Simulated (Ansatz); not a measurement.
**GaP: a single-point run**

The task is a single-point run on GaP. The structure is shown as the input types it.

Computed with Ansatz 0.2.0 (density functional or hybrid calculation with the settings of its input, plane waves (as first typed), unless a step's input says otherwise).

4 further runs of the same task are left out: 2 for a known fault of the program, 2 that didn't finish.

## Step 1: Starting point

It takes space group F-43m (No. 216, cubic). The conventional cell has a = 5.451 Å, b = 5.451 Å, c = 5.451 Å, α = 90.00°, β = 90.00°, γ = 90.00°. Ga (site symmetry -43m) has 4 P at 2.36 Å as nearest neighbours. P (site symmetry -43m) has 4 Ga at 2.36 Å as nearest neighbours.

The input asks for a charge of -2 e on the cell.

Coordinates:

```cif
data_structure
_symmetry_space_group_name_H-M 'F-43m'
_symmetry_Int_Tables_number 216
_cell_length_a 5.4508
_cell_length_b 5.4508
_cell_length_c 5.4508
_cell_angle_alpha 90.000
_cell_angle_beta 90.000
_cell_angle_gamma 90.000
_cell_volume 161.95
loop_
_atom_site_label
_atom_site_type_symbol
_atom_site_symmetry_multiplicity
_atom_site_Wyckoff_symbol
_atom_site_fract_x
_atom_site_fract_y
_atom_site_fract_z
_atom_site_occupancy
Ga1 Ga 4 a 0.00000 0.00000 0.00000 1
P1 P 4 d 0.25000 0.25000 0.75000 1
```

## Step 2: The run

input.yaml

```yaml
crystal:
  lattice:
    - [0.0, 2.7254102088, 2.7254102088]
    - [2.7254102088, 0.0, 2.7254102088]
    - [2.7254102088, 2.7254102088, 0.0]
  atoms:
    - { symbol: Ga, position: [0.0, 0.0, 0.0] }
    - { symbol: P, position: [0.25, 0.25, 0.25] }
kpoints:
  mp_grid: { grid: [6, 6, 6] }
hamiltonian:
  xc: pbesol
scf:
  occupations: { method: fixed }
  n_extra_bands: 4
  max_iter: 76
output:
  forces: true
  stress: true
  eigenvalues: true
total_charge: -2
```

Launch:

```console
ansatz run input.yaml --threads 4 --pin off --max-ram 3686MiB --backend cpu --events-out ev --progress --plain --runs-dir out
```

What happens when this is run?

The program finished normally, with warnings (band overlap at count, metallic iterate). That alone doesn't make the input a sound one.

The suspect setting: total_charge is -2. The net charge is not the one intended, so the run treats another number of electrons.

To check: delete total_charge (the default then holds).
